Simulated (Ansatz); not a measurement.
Here is an Ansatz 0.2.0 calculation.

input.yaml

```yaml
crystal:
  lattice:
    - [4.54534955, 0.0, 0.0]
    - [0.0, 5.51961944, 0.0]
    - [0.0, 0.0, 4.90919686]
  atoms:
    - { symbol: Ti, position: [0.0, 0.17299093, 0.75] }
    - { symbol: Ti, position: [0.5, 0.32700907, 0.25] }
    - { symbol: Ti, position: [0.0, 0.82700907, 0.25] }
    - { symbol: Ti, position: [0.5, 0.67299093, 0.75] }
    - { symbol: O, position: [0.27145062, 0.38172464, 0.91864908] }
    - { symbol: O, position: [0.77145062, 0.11827536, 0.08135092] }
    - { symbol: O, position: [0.22854938, 0.11827536, 0.41864908] }
    - { symbol: O, position: [0.72854938, 0.38172464, 0.58135092] }
    - { symbol: O, position: [0.27145062, 0.61827536, 0.41864908] }
    - { symbol: O, position: [0.77145062, 0.88172464, 0.58135092] }
    - { symbol: O, position: [0.22854938, 0.88172464, 0.91864908] }
    - { symbol: O, position: [0.72854938, 0.61827536, 0.08135092] }
hamiltonian:
  xc: pbe
  pseudopotentials: { kind: paw }
  hubbard: { sites: [{ species: Ti, l: d, u_eff: 2.0 }] }
kpoints:
  mp_grid: { grid: [6, 5, 6] }
scf:
  occupations: { method: fermi_dirac, width: 0.05 }
  n_extra_bands: 30
output:
  forces: true
  stress: true
  eigenvalues: true
  dos: { projected: true, de: 0.05, nscf_kmesh: { grid: [9, 8, 9] } }
```

Potentials or basis: Ansatz PAW.

The run is started by

```bash
$ ansatz run input.yaml --threads 4 --pin off --max-ram 11264MiB --backend cpu --events-out ev --progress --plain --runs-dir out
```

Question: Predict the pressure.

Answer: 5.8 GPa.

Question: What does it give for the band gap on the k mesh?

Answer: 2.81 eV, indirect (least direct gap 2.88 eV).

Question: What does it give for the largest force?

Answer: 0.071 eV/Å.

States per cell in windows of 0.5 eV (zero at the valence-band top; states under -8 eV left out):
| from (eV) | total | O 2p | Ti 3d | O 2s | Ti 4s | Ti 3p | Ti 3s |
| --- | --- | --- | --- | --- | --- | --- | --- |
| -8.0 | 0.00 | 0.00 | 0.00 | 0.00 | 0.00 | 0.00 | 0.00 |
| -7.5 | 0.00 | 0.00 | 0.00 | 0.00 | 0.00 | 0.00 | 0.00 |
| -7.0 | 0.00 | 0.00 | 0.00 | 0.00 | 0.00 | 0.00 | 0.00 |
| -6.5 | 0.00 | 0.00 | 0.00 | 0.00 | 0.00 | 0.00 | 0.00 |
| -6.0 | 0.00 | 0.00 | 0.00 | 0.00 | 0.00 | 0.00 | 0.00 |
| -5.5 | 0.00 | 0.00 | 0.00 | 0.00 | 0.00 | 0.00 | 0.00 |
| -5.0 | 3.14 | 2.20 | 0.69 | 0.02 | 0.17 | 0.01 | 0.05 |
| -4.5 | 6.86 | 4.94 | 1.59 | 0.03 | 0.16 | 0.06 | 0.04 |
| -4.0 | 5.35 | 3.84 | 1.35 | 0.02 | 0.07 | 0.03 | 0.02 |
| -3.5 | 4.41 | 3.32 | 0.92 | 0.04 | 0.06 | 0.03 | 0.02 |
| -3.0 | 3.98 | 3.12 | 0.67 | 0.05 | 0.06 | 0.03 | 0.02 |
| -2.5 | 5.14 | 4.22 | 0.71 | 0.06 | 0.05 | 0.04 | 0.02 |
| -2.0 | 5.14 | 4.44 | 0.53 | 0.05 | 0.03 | 0.04 | 0.01 |
| -1.5 | 5.43 | 4.79 | 0.52 | 0.03 | 0.02 | 0.03 | 0.00 |
| -1.0 | 4.64 | 4.15 | 0.42 | 0.02 | 0.01 | 0.01 | 0.00 |
| -0.5 | 3.91 | 3.60 | 0.26 | 0.01 | 0.01 | 0.01 | 0.00 |
| 0.0 | 0.00 | 0.00 | 0.00 | 0.00 | 0.00 | 0.00 | 0.00 |
| 0.5 | 0.00 | 0.00 | 0.00 | 0.00 | 0.00 | 0.00 | 0.00 |
| 1.0 | 0.00 | 0.00 | 0.00 | 0.00 | 0.00 | 0.00 | 0.00 |
| 1.5 | 0.00 | 0.00 | 0.00 | 0.00 | 0.00 | 0.00 | 0.00 |
| 2.0 | 0.00 | 0.00 | 0.00 | 0.00 | 0.00 | 0.00 | 0.00 |
| 2.5 | 2.18 | 0.12 | 2.01 | 0.02 | 0.01 | 0.00 | 0.00 |
| 3.0 | 7.58 | 0.56 | 6.84 | 0.06 | 0.04 | 0.00 | 0.00 |
| 3.5 | 7.44 | 1.11 | 6.12 | 0.07 | 0.03 | 0.00 | 0.00 |
| 4.0 | 5.92 | 1.23 | 4.45 | 0.04 | 0.05 | 0.00 | 0.00 |
| 4.5 | 0.89 | 0.21 | 0.62 | 0.01 | 0.01 | 0.00 | 0.00 |
| 5.0 | 2.47 | 0.30 | 1.79 | 0.28 | 0.01 | 0.00 | 0.00 |
| 5.5 | 3.40 | 0.66 | 2.34 | 0.28 | 0.01 | 0.01 | 0.01 |
| 6.0 | 3.14 | 0.81 | 2.06 | 0.17 | 0.01 | 0.01 | 0.00 |
| 6.5 | 5.47 | 1.78 | 3.41 | 0.10 | 0.01 | 0.01 | 0.00 |
| 7.0 | 1.52 | 0.54 | 0.93 | 0.01 | 0.00 | 0.00 | 0.00 |
| 7.5 | 0.00 | 0.00 | 0.00 | 0.00 | 0.00 | 0.00 | 0.00 |

Caveat: odd divisions of the mesh miss points on the zone boundary, where band edges often lie, so the gap on the mesh can be too wide; the pressure holds a Pulay correction of +0.8 GPa for the finite cutoff. A k mesh can miss the band edges.
